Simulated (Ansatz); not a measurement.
Crystal: V.

```
V
1.0
    -1.51435    1.51435    1.51435
     1.51435   -1.51435    1.51435
     1.51435    1.51435   -1.51435
V
1
Direct
  0.00000 0.00000 0.00000
```

Base run:

```yaml
Program: Ansatz 0.2.0
Functional: PBEsol
Potentials_or_basis: all-electron LAPW, scalar-relativistic
Cutoff: 257 eV (chosen from the basis error)
Basis_error_allowed: 0.001 eV/atom
k_mesh: 12 × 12 × 12
Occupations: fermi-dirac, width 0.05 eV
Spin: collinear spin, ferromagnetic start
Starting_moments: "[2.0] μB"
```

Its results: pressure -12.1 GPa; net moment 0.00 μB per cell.

**Question.** The run is repeated on the same cell with these changes: functional from PBEsol to LDA. What comes out?

**Answer.** Pressure -17.8 GPa; net moment 0.00 μB per cell.

LDA binds more tightly than PBEsol, so the same cell stands under less pressure.

Caveats: the starting moments weren't kept.
